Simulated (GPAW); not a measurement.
The system is PtSe2 (Sudovikovite).

```
Pt Se
1.0
     3.72400    0.00000    0.00000
    -1.86200    3.22508    0.00000
     0.00000    0.00000    5.06200
Pt Se
1 2
Direct
  0.00000 0.00000 0.00000
  0.66667 0.33333 0.75000
  0.33333 0.66667 0.25000
```

```yaml
Program: GPAW 26.7.0
Task: relaxation of cell and atoms
Functional: rSCAN
Dispersion: D4
Potentials_or_basis: GPAW PAW data sets (gpaw-data 1.2.1)
Cutoff: 600 eV
Basis: pw
k_mesh: 6 × 6 × 4
Occupations: fermi-dirac, width 0.05 eV
Spin: no spin polarisation
```

At the start: pressure 3.5 GPa; volume 20.27 Å³/atom.

Q: Where does the relaxation end?

A: Over 4 steps the energy falls by 5.9 meV/atom and the volume is 20.64 Å³/atom (+1.8 %); space group P-3m1 (No. 164, to 0.05 Å).

Step by step:
```csv
step,energy change (eV),largest force (eV/Å),pressure (GPa),volume (Å³)
1,0.0000,0.3937,3.48,60.80
2,-0.0103,0.2439,2.24,61.18
3,-0.0175,0.0080,0.17,61.87
4,-0.0176,0.0182,0.08,61.91
```

Final structure:
```
Pt Se
1.0
     3.74632    0.00000    0.00000
    -1.87316    3.24441    0.00000
     0.00000    0.00000    5.09388
Pt Se
1 2
Direct
  0.00000 0.00000 0.00000
  0.66667 0.33333 0.74694
  0.33333 0.66667 0.25306
```

Caveat: later steps reuse the first step's grids; the PAW data sets were made with another functional, which shifts forces and pressure a little; pairwise dispersion overbinds metals, which lowers pressure and volume.
